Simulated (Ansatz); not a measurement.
The system is MgB2.

```
CELL_PARAMETERS angstrom
3.08500 0.00000 0.00000
-1.54250 2.67169 0.00000
0.00000 0.00000 3.52300
ATOMIC_POSITIONS crystal
Mg 0.00000 0.00000 0.00000
B 0.66667 0.33333 0.50000
B 0.33333 0.66667 0.50000
```

| Property | Result |
| --- | --- |
| Program | Ansatz 0.2.0 |
| Task | single point |
| Functional | PBEsol |
| Potentials or basis | all-electron LAPW, scalar-relativistic |
| Cutoff | 297 eV (chosen from the basis error) |
| Basis error allowed | 0.001 eV/atom |
| k mesh | 10 × 10 × 8 |
| Occupations | fermi-dirac, width 0.05 eV |
| Spin | no spin polarisation |

On this cell: pressure -3.1 GPa; largest force under 0.003 eV/Å; band gap on the k mesh none (metal or under the smearing width).

The same run follows on a disturbed copy (atoms moved at random, drawn with an rms of 0.05 Å):

```
Mg B
1.0
     3.08500    0.00000    0.00000
    -1.54250    2.67169    0.00000
     0.00000    0.00000    3.52300
Mg B
1 2
Direct
  0.01959 0.99359 0.99020
  0.66441 0.32161 0.49171
  0.33637 0.66639 0.50926
```

What does the disturbed cell give?

The energy (extrapolated to zero smearing) moves by +10.8 meV/atom; pressure -2.8 GPa; largest force 0.735 eV/Å; band gap on the k mesh none (metal or under the smearing width).

Forces in eV/Å, atoms in the order of the input:
```
Mg  -0.283  0.006  0.235
B    0.135  0.149  0.468
B    0.148 -0.156 -0.703
```

Stress tensor (GPa, compression positive):
```
-3.34 -0.01 -0.30
-0.01 -2.37  0.10
-0.30  0.10 -2.64
```
